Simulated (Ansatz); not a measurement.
# Cu/BN/Zn: conductance against the thickness of the layer, part 3 of 6

How fast does the current through Cu/BN/Zn fall with each added layer? The lower electrode is Cu fcc(111), the upper one Zn hcp(0001); the barrier is BN zinc blende(111) (whole bilayers). In the first transport cell, after relaxation, the nearest pair of electrode and barrier is Cu–N at 2.00 Å, along the normal, at the lower face and Zn–B at 2.70 Å, at a slant, too long for a bond, at the upper one. A gap without bonds adds to the barrier. All share a net of side 2.567 Å, which strains the lower electrode by +0.0 %, the upper one by -3.5 % and the barrier by +0.0 %, against typed lattice constants near PBE's. The first steps treat the bulk electrodes alone.

Ansatz 0.2.0; PBE DFT, plane waves, PAW files (the session's first sound run).

So far. Step 4 (Relaxation): The largest force component on a free atom ends at 0.0080 eV/Å. The work functions of the outer faces are 4.80 and 4.00 eV.

**5. The open system: T(E)**

This step: PBE DFT, plane waves, PAW files; ballistic transmission by layer matching between semi-infinite leads (Ansatz 0.2.0).

System of this step: Cu/BN/Zn. The cell holds 27 atoms: 8 Cu, 4 N, 4 B and 11 Zn. Its edges and angles: a = 2.567 Å, b = 2.567 Å, c = 65.617 Å, α = 90.0°, β = 90.0°, γ = 120.0°. Regions: left electrode, 8 atoms (8 Cu); barrier, 8 atoms (4 N and 4 B); right electrode, 11 atoms (11 Zn). Vacuum lies along c.

The relaxed core is set between ideal electrode layers (this cell holds 8 atomic planes between the electrodes; where that differs from the relaxed slab, whole periods were copied in or cut out without a new relaxation), which the solver continues as semi-infinite leads. A wide energy window on a coarse mesh (18×18) shows where the Fermi level lies against the barrier's bands; the projected density of states shows how far the metals' states reach in.

input.yaml reads:

```yaml
crystal:
  lattice:
    - [2.567, 0.0, 0.0]
    - [-1.2835, 2.2230872115, 0.0]
    - [0.0, 0.0, 65.6166489675]
  atoms:
    - { symbol: Cu, position: [0.66666667, 0.33333333, 0.1066802421] }
    - { symbol: Cu, position: [0.0, 0.0, 0.1386024413] }
    - { symbol: Cu, position: [0.33333333, 0.66666667, 0.1705246405] }
    - { symbol: Cu, position: [0.66666667, 0.33333333, 0.2024468396] }
    - { symbol: Cu, position: [0.0, 0.0, 0.2343690388] }
    - { symbol: Cu, position: [0.33333333, 0.66666667, 0.2662912379] }
    - { symbol: Cu, position: [0.66666667, 0.33333333, 0.2982134371] }
    - { symbol: Cu, position: [0.0, 0.0, 0.3297232013] }
    - { symbol: "N", position: [0.0, 0.0, 0.360196608] }
    - { symbol: B, position: [0.33333333, 0.66666667, 0.3667753576] }
    - { symbol: "N", position: [0.33333333, 0.66666667, 0.392148971] }
    - { symbol: B, position: [0.66666667, 0.33333333, 0.3993012918] }
    - { symbol: "N", position: [0.66666667, 0.33333333, 0.4243647849] }
    - { symbol: B, position: [0.0, 0.0, 0.4315221851] }
    - { symbol: "N", position: [0.0, 0.0, 0.4568518511] }
    - { symbol: B, position: [0.33333333, 0.66666667, 0.4634983277] }
    - { symbol: Zn, position: [0.66666667, 0.33333333, 0.4978869242] }
    - { symbol: Zn, position: [0.0, 0.0, 0.5353911694] }
    - { symbol: Zn, position: [0.66666667, 0.33333333, 0.5751610126] }
    - { symbol: Zn, position: [0.0, 0.0, 0.6149308557] }
    - { symbol: Zn, position: [0.66666667, 0.33333333, 0.6547006989] }
    - { symbol: Zn, position: [0.0, 0.0, 0.6944705421] }
    - { symbol: Zn, position: [0.66666667, 0.33333333, 0.7342403852] }
    - { symbol: Zn, position: [0.0, 0.0, 0.7740102284] }
    - { symbol: Zn, position: [0.66666667, 0.33333333, 0.8137800715] }
    - { symbol: Zn, position: [0.0, 0.0, 0.8535499147] }
    - { symbol: Zn, position: [0.66666667, 0.33333333, 0.8933197579] }
kpoints:
  mp_grid: { grid: [12, 12, 1] }
scf:
  occupations: { method: fermi_dirac, width: 0.1 }
  max_iter: 150
hamiltonian:
  xc: pbe
output:
  transmission:
    kmesh: [18, 18]
    e_range: [-2.5, 2.5]
    de: 0.1
    leads: [[3, 4], [21, 23]]
  dos: { projected: true, e_range: [-6, 5], de: 0.05 }
  write_potential: true
  write_density: true
  volumetric_format: npy
  elf: true
```

On the command line:

```
ansatz run input.yaml --threads 4 --pin off --max-ram 18432MiB --backend cpu --events-out ev --progress --plain --runs-dir out
```

Numbers of over 12 decimals in the logs are rounded to 6 here.

Output:

```text
[...]
Crystal: 27 atoms, lattice volume = 374.452 Å³
Basis set: ecut = 420 eV, 7473 PW (Γ)
Bands: 190, of which v1, the nominal top of the filled ones, is band 158 counted from 1 (157 counted from 0)
Symmetry: 6 space group operations
[...]
k-points: 19 of 144 (time reversal used)
[...]
SCF iter   1: F=—  HF=-91677.066444 eV  |F-HF|=—  |Δ(HF+E_count)|=         —  Δρ=8.41e-3  dr2=1.13e1  ethr=1.77e-3  ⟨swp⟩=7.7  Hψ=15980  notcnv=0  defer=156
[...]
SCF iter  13: F=-91676.846650 eV  HF=-91676.846650 eV  |F-HF|=1.68e-8  |Δ(HF+E_count)|=   2.63e-9  Δρ=1.76e-6  dr2=2.03e-8  ethr=3.16e-11  ⟨swp⟩=15.3  Hψ=16423  notcnv=0
SCF 1 converged in 13 iterations: F = -91676.846650 eV  dr2 = 2.03e-8
[...]
transmission: 207 of 2035 steps passed
transmission: 407 of 2035 steps passed
[...]
transmission: 2035 of 2035 steps passed
WARN: The output density's exchange-correlation potential varies sharply where the density is thin. Do not read a vacuum level from v_tot or v_xc, or from such a field of the output density. On a cell that repeats whose density bears no net charge and no dipole along the vacuum's axis use v_es (v_loc + v_h of the components); under efield.dipole_correction with no amplitude use v_es + v_field, which holds any externa [...]
SCF converged after 13 iterations
Free energy (F): -91676.846650 eV
[...]
Internal energy: -91676.674041 eV  (E = F + TS)
E sigma→0 (E₀):  -91676.760345 eV
Entropy (-TS):   -0.172609 eV (-6.393 meV/atom)
Fermi energy:    9.919769 eV
[...]
--- Band table (eV; the first three rows and the last of 19) ---
  k-point 0: bands = [... 154 lower, 8.1791, 8.1791, 8.2808, 8.2808, 8.3415, 8.3415, 8.4248, 8.7560, ... 28 higher]
  k-point 1: bands = [... 154 lower, 8.0660, 8.1623, 8.2681, 8.2746, 8.3450, 8.5902, 8.7517, 8.8792, ... 28 higher]
  k-point 2: bands = [... 154 lower, 8.1280, 8.2120, 8.2626, 8.3537, 8.4610, 8.6526, 8.6639, 9.2165, ... 28 higher]
  k-point 18: bands = [... 154 lower, 11.1846, 11.3237, 11.3916, 11.4295, 11.7762, 11.8315, 12.3013, 12.6192, ... 28 higher]
--- Transmission ---
  basis      : 55 plane waves across, 55 finite elements along
  points     : 37, standing for a mesh of 18 x 18
  energies   : 51 from -2.500000 to 2.500000 eV about the Fermi level, 0.100000 eV apart; the leads are filled to 0.000000 eV, and channels, transmission and decay are at 0.000000 eV
  crystal 0  : Cu1, at the sites [3, 4], period 2.0946 Å, over 14.66 Å; its Hamiltonian steps by up to 25.2 meV: too much for a lead, lay more layers or, if its atoms are ordered, name the step of that order
    offset         : up to 0.0000 Å between an atom of the period and one for which it stands
    channels       : 8.055556e-1 a spin
    conductance    : none, the energies end too early or step too widely for 300 K: set another output.transmission.e_range or a lower de, or, where they end at an eighth of basis.ecutwfc, a higher one
    slowest decay  : 0.0845 /Å at (0.4444, 0.1111)
  crystal 1  : Zn2, at the sites [21, 23], period 5.2191 Å, over 26.10 Å; its Hamiltonian steps by up to 42.5 meV: too much for a lead, lay more layers or, if its atoms are ordered, name the step of that order
[...]
channels       : 5.401235e-1 a spin
[...]
slowest decay  : 0.0451 /Å at (0.3889, 0.2222)
  junction   : crystal 0 to crystal 1, 13.63 to 43.57 Å
    transmission   : 1.021769e-2 a spin
[...]
```

The job ended after 3 min (4 threads of Arm Neoverse V1, shared host; peak memory 2.6 GiB; 12 min of CPU time).

Numbers from this step:

| Item | Value |
| --- | --- |
| free energy | -91676.8466 eV |
| Fermi energy | 9.920 eV |
| level to which the leads are filled | 0 eV from the Fermi level |
| transmission at the Fermi level (a spin, zone mean) | 0.01022 |
| channels of the lower lead | 0.8056 |
| channels of the upper lead | 0.5401 |
| potential step in the lower lead | 25.2 meV |
| potential step in the upper lead | 42.5 meV |

One spin. The transmission, zone mean by energy, zero at the Fermi level:

| energy (eV) | transmission, zone mean |
| --- | --- |
| -2.50 | 0.107 |
| -2.30 | 0.101 |
| -2.00 | 0.126 |
| -1.80 | 0.115 |
| -1.50 | 0.0752 |
| -1.40 | 0.0971 |
| -1.30 | 0.0699 |
| -1.10 | 0.0653 |
| -0.80 | 0.0470 |
| -0.60 | 0.0338 |
| -0.40 | 0.0220 |
| -0.10 | 0.0129 |
| 0.00 | 0.0102 |
| 0.10 | 0.00788 |
| 0.40 | 0.00429 |
| 0.60 | 0.00302 |
| 0.80 | 0.00204 |
| 1.10 | 0.00117 |
| 1.30 | 9.2e-4 |
| 1.50 | 7.7e-4 |
| 1.80 | 9.3e-4 |
| 2.00 | 0.00125 |
| 2.30 | 8.1e-4 |
| 2.50 | 0.00110 |

One spin. The open channels, zone mean by energy, zero at the Fermi level:

| energy (eV) | lower lead | upper lead |
| --- | --- | --- |
| -2.50 | 1.49 | 0.679 |
| -2.40 | 1.53 | 0.679 |
| -2.20 | 1.68 | 0.753 |
| -2.10 | 1.76 | 0.772 |
| -2.00 | 1.61 | 0.772 |
| -1.80 | 1.61 | 0.753 |
| -1.70 | 1.94 | 0.753 |
| -1.60 | 1.71 | 0.762 |
| -1.40 | 0.614 | 0.725 |
| -1.30 | 0.577 | 0.781 |
| -1.10 | 0.614 | 0.707 |
| -1.00 | 0.623 | 0.633 |
| -0.90 | 0.676 | 0.651 |
| -0.70 | 0.713 | 0.707 |
| -0.60 | 0.713 | 0.707 |
| -0.50 | 0.694 | 0.744 |
| -0.30 | 0.806 | 0.651 |
| -0.20 | 0.806 | 0.614 |
| -0.10 | 0.806 | 0.577 |
| 0.00 | 0.806 | 0.540 |
| 0.10 | 0.806 | 0.540 |
| 0.20 | 0.806 | 0.540 |
| 0.30 | 0.787 | 0.559 |
| 0.50 | 0.787 | 0.596 |
| 0.60 | 0.824 | 0.596 |
| 0.70 | 0.880 | 0.577 |
| 0.90 | 0.843 | 0.744 |
| 1.00 | 0.843 | 0.744 |
| 1.10 | 0.843 | 0.707 |
| 1.30 | 0.824 | 0.855 |
| 1.40 | 0.824 | 0.855 |
| 1.60 | 0.815 | 0.935 |
| 1.70 | 0.815 | 1.01 |
| 1.80 | 0.815 | 0.972 |
| 2.00 | 0.815 | 1.10 |
| 2.10 | 0.815 | 1.14 |
| 2.20 | 0.741 | 1.10 |
| 2.40 | 0.741 | 1.15 |
| 2.50 | 0.741 | 1.15 |

Transmission over k1 and k2. At 0.0000 eV from the Fermi level.

Values, 12 rows by 16 columns, each cell a mean:
```
0.0000 0.0000 0.0000 0.0000 0.0000 0.0000 0.0000 0.0000 0.0000 0.0000 0.0000 0.0000 0.0000 0.0000 0.0000 0.0000
0.0001 0.0000 0.0000 0.0058 0.0098 0.0059 0.0068 0.0124 0.0000 0.0000 0.0000 0.0001 0.0000 0.0000 0.0000 0.0000
0.0000 0.0000 0.0055 0.0166 0.0179 0.0225 0.0260 0.0230 0.0189 0.0152 0.0024 0.0000 0.0000 0.0000 0.0000 0.0000
0.0001 0.0000 0.0029 0.0130 0.0253 0.0397 0.0524 0.0527 0.0392 0.0258 0.0126 0.0029 0.0000 0.0001 0.0000 0.0000
0.0000 0.0000 0.0046 0.0158 0.0299 0.0540 0.0515 0.0244 0.0395 0.0508 0.0402 0.0191 0.0093 0.0022 0.0000 0.0000
0.0000 0.0000 0.0022 0.0110 0.0225 0.0445 0.0496 0.0054 0.0012 0.0213 0.0537 0.0340 0.0192 0.0059 0.0000 0.0000
0.0000 0.0000 0.0000 0.0058 0.0139 0.0245 0.0491 0.0432 0.0181 0.0173 0.0473 0.0505 0.0261 0.0169 0.0037 0.0000
0.0001 0.0000 0.0000 0.0001 0.0020 0.0089 0.0232 0.0416 0.0516 0.0534 0.0576 0.0459 0.0270 0.0122 0.0020 0.0000
0.0000 0.0000 0.0000 0.0000 0.0000 0.0000 0.0057 0.0164 0.0221 0.0298 0.0325 0.0258 0.0187 0.0147 0.0031 0.0000
0.0001 0.0000 0.0000 0.0000 0.0000 0.0001 0.0000 0.0058 0.0070 0.0174 0.0129 0.0121 0.0160 0.0105 0.0014 0.0000
0.0000 0.0000 0.0000 0.0000 0.0000 0.0000 0.0000 0.0000 0.0000 0.0000 0.0000 0.0000 0.0000 0.0000 0.0000 0.0000
0.0000 0.0000 0.0000 0.0001 0.0000 0.0001 0.0000 0.0000 0.0000 0.0000 0.0000 0.0001 0.0000 0.0001 0.0000 0.0000
```
Columns: k1 (b1) from -0.5 to 0.444; rows upwards: k2 (b2) from -0.5 to 0.444.

Open channels of the lower lead over k1 and k2. At 0.0000 eV from the Fermi level.

Ten even steps from '0' (0.00) to '9' (1.00):
```
999999999990000000
999999999999000000
999999999999900000
999999999999990000
999999999999999000
999999999999999900
999999999999999990
999999990099999999
999999990009999999
999999999009999999
909999999999999999
900999999999999999
900099999999999999
900009999999999999
900000999999999999
900000099999999999
900000009999999999
999999999999999999
```
Columns: k1 (b1) from -0.5 to 0.444; rows upwards: k2 (b2) from -0.5 to 0.444.

Open channels of the upper lead over k1 and k2. At 0.0000 eV from the Fermi level.

Values, 12 rows by 16 columns, each cell a mean:
```
0.00 0.00 0.00 0.00 0.00 0.00 0.00 0.00 0.00 0.00 0.00 0.30 0.85 1.00 0.22 0.00
0.59 0.00 0.00 0.30 0.67 0.67 0.67 0.67 0.00 0.00 0.22 0.67 0.85 0.56 0.59 0.67
0.89 0.00 0.33 1.00 1.00 1.00 1.00 1.00 1.00 0.85 0.22 0.30 0.85 1.00 0.74 0.96
0.89 0.00 0.33 1.00 1.00 1.00 1.00 1.00 1.00 1.00 0.89 0.37 0.19 0.78 0.22 0.30
0.00 0.00 0.33 1.00 1.00 1.00 1.00 1.00 1.00 1.00 1.00 1.00 0.63 0.11 0.00 0.00
0.00 0.00 0.11 0.63 1.00 1.00 1.00 1.00 1.00 1.00 1.00 1.00 1.00 0.33 0.00 0.00
0.00 0.00 0.00 0.30 0.85 1.00 1.00 1.00 1.00 1.00 1.00 1.00 1.00 1.00 0.22 0.00
0.59 0.00 0.22 0.37 0.19 0.78 1.00 1.00 1.00 1.00 1.00 1.00 1.00 1.00 0.22 0.00
1.00 0.85 0.56 1.00 0.63 0.11 0.52 0.96 1.00 1.00 1.00 1.00 1.00 1.00 0.22 0.00
1.00 1.00 0.78 0.63 1.00 0.78 0.15 0.30 0.41 1.00 1.00 1.00 1.00 0.56 0.07 0.00
0.00 0.00 0.33 1.00 0.63 0.11 0.00 0.00 0.00 0.00 0.00 0.00 0.00 0.00 0.00 0.00
0.00 0.00 0.33 1.00 1.00 0.78 0.15 0.00 0.00 0.00 0.22 0.67 0.67 0.67 0.15 0.00
```
Columns: k1 (b1) from -0.5 to 0.444; rows upwards: k2 (b2) from -0.5 to 0.444.

Projected DOS an atom over height of the atomic layer and energy from the Fermi level. Layers: Cu Cu Cu Cu Cu Cu Cu Cu BN N B N B BN Zn Zn Zn Zn Zn Zn Zn Zn Zn Zn Zn; projections on atoms miss part of the total, and the computed bands can run out at the top of the range; a column is the mean of 2 neighbouring layers, the last of those left over.

Values in states/eV, 22 rows by 13 columns, each cell a mean:
```
0.12 0.13 0.16 0.14 0.04 0.07 0.15 0.04 0.04 0.05 0.04 0.04 0.06
0.09 0.16 0.19 0.16 0.03 0.04 0.13 0.07 0.05 0.05 0.05 0.06 0.08
0.05 0.09 0.11 0.12 0.02 0.02 0.09 0.10 0.07 0.07 0.07 0.07 0.07
0.05 0.06 0.07 0.07 0.01 0.01 0.07 0.11 0.07 0.06 0.06 0.06 0.08
0.08 0.07 0.06 0.10 0.01 0.01 0.05 0.13 0.08 0.09 0.09 0.09 0.12
0.11 0.09 0.07 0.11 0.01 0.01 0.05 0.14 0.12 0.12 0.11 0.13 0.14
0.14 0.12 0.10 0.12 0.01 0.00 0.05 0.11 0.15 0.15 0.15 0.15 0.14
0.21 0.19 0.19 0.17 0.02 0.01 0.07 0.08 0.14 0.13 0.13 0.12 0.09
0.20 0.17 0.17 0.16 0.03 0.01 0.10 0.08 0.06 0.09 0.08 0.06 0.04
0.26 0.22 0.23 0.25 0.05 0.01 0.10 0.09 0.04 0.04 0.04 0.04 0.04
0.29 0.28 0.28 0.41 0.11 0.02 0.09 0.09 0.06 0.05 0.05 0.06 0.07
0.37 0.36 0.37 0.65 0.21 0.02 0.07 0.07 0.09 0.10 0.10 0.10 0.11
1.04 0.85 0.83 1.35 0.19 0.03 0.06 0.08 0.13 0.13 0.13 0.13 0.13
4.61 3.94 3.96 3.70 0.28 0.06 0.08 0.16 0.17 0.15 0.15 0.15 0.16
3.47 3.30 3.29 3.44 0.42 0.11 0.07 0.12 0.13 0.16 0.14 0.13 0.19
4.18 3.61 3.59 3.73 0.43 0.13 0.06 0.13 0.17 0.15 0.16 0.17 0.20
2.45 3.00 3.00 2.44 0.53 0.26 0.10 0.23 0.23 0.24 0.24 0.25 0.21
1.86 2.06 2.09 1.99 0.39 0.30 0.11 0.27 0.23 0.23 0.24 0.23 0.23
1.46 1.75 1.73 1.50 0.61 0.53 0.23 0.17 0.20 0.19 0.20 0.20 0.25
0.76 1.00 1.00 0.81 0.48 0.43 0.24 0.19 0.20 0.20 0.20 0.23 0.24
0.34 0.42 0.43 0.38 0.46 0.49 0.30 0.23 0.24 0.24 0.24 0.22 0.24
0.22 0.28 0.27 0.24 0.43 0.42 0.31 0.18 0.20 0.20 0.19 0.18 0.23
```
Columns: height of the atomic layer (Å) from 8.05 to 58.6 (not evenly spaced); rows upwards: energy from the Fermi level (eV) from -6 to 5.

ELF in the ca plane at fractional y = 0.333, with atoms of Cu and B and N and Zn within 0.2 Å of it. It is the smooth field of the valence electrons, not physical close to the nuclei.

Ten even steps from '0' (0.01) to '9' (0.90), each cell a mean:
```
22112221122112221221111134420257535789831234
22222222222126631222210001100132138855840011
23222222232138831232210000000120039823740000
22222222222124521222210011100144237867840011
21112221112212212211111245521367634689731355
11111211211221122212112579852467731256523689
11211211211222222112212589952467620134324799
11111211112211112212111478842468731367622588
```
Columns run along c (16.0 Å, from fractional 0.22 to 0.47 of the cell), rows up along a (2.6 Å). Atoms in or near the plane, at fractional coordinates: Cu at (0.30, 0.67), B at (0.40, 0.67), N at (0.42, 0.67).

Electrostatic potential energy in the ca plane at fractional y = 0.333, with atoms of Cu and B and N and Zn within 0.2 Å of it. With pseudopotentials it is smooth inside the atoms' cores, unlike the true potential.

Ten even steps from '0' (-44 eV) to '9' (13 eV), each cell a mean:
```
99899999899963258998899999999986578755899998
99999999999830027999999999999972037401699999
99999999999720017999999999999960017300499999
99999999999840038999999999999973148511699999
98889998889974469998899999999987679866899988
97678986679998899976689988789988899988889877
86568986579999999975689987789988999987789876
97679987689998889986789998889988899988889887
```
Columns run along c (16.0 Å, from fractional 0.22 to 0.47 of the cell; values clipped at the 3rd and 97th percentile), rows up along a (2.6 Å). Atoms in or near the plane, at fractional coordinates: Cu at (0.30, 0.67), B at (0.40, 0.67), N at (0.42, 0.67).

Valence density in the ca plane at fractional y = 0.333, with atoms of Cu and B and N and Zn within 0.2 Å of it. It is the smooth field of the valence electrons, not physical close to the nuclei.

Values in e/Å³, 5 rows by 16 columns, each cell a mean:
```
 0  0  1  1  2  0  0  0  1  4  0  0  0  1  4  0
 0  0  0  1  3  0  0  0  2 16  0  0  0  1 17  0
 0  0  1  1  2  0  0  0  1  3  0  0  0  1  4  0
 1  0  1  0  1  0  1  0  0  0  0  1  0  0  0  0
 1  0  1  0  1  0  1  0  0  0  0  1  0  0  0  0
```
Columns run along c (16.0 Å, from fractional 0.36 to 0.60 of the cell), rows up along a (2.6 Å). Atoms in or near the plane, at fractional coordinates: B at (0.40, 0.67), N at (0.42, 0.67), Zn at (0.50, 0.67), Zn at (0.58, 0.67).

At the Fermi level the transmission is 0.010, as a zone mean for one spin on this coarse mesh. At the Fermi level the layers of this cell's barrier hold from 0.0076 to 0.16 states an eV and atom. In the worse lead the potential repeats within 42 meV, which the program flags as too much for a lead, so G carries that doubt.

(Part 3 of 6 ends here.)

[Logs are printed without paths, hosts, clocks, repeated set-up lines and the standing remarks that a program may print on its own settings, such as how far it seeks lower states.]

[Hosts, paths, dates, database ids (printed as entryN), source tags and the programs' standing remarks are cut or masked in the printed files.]
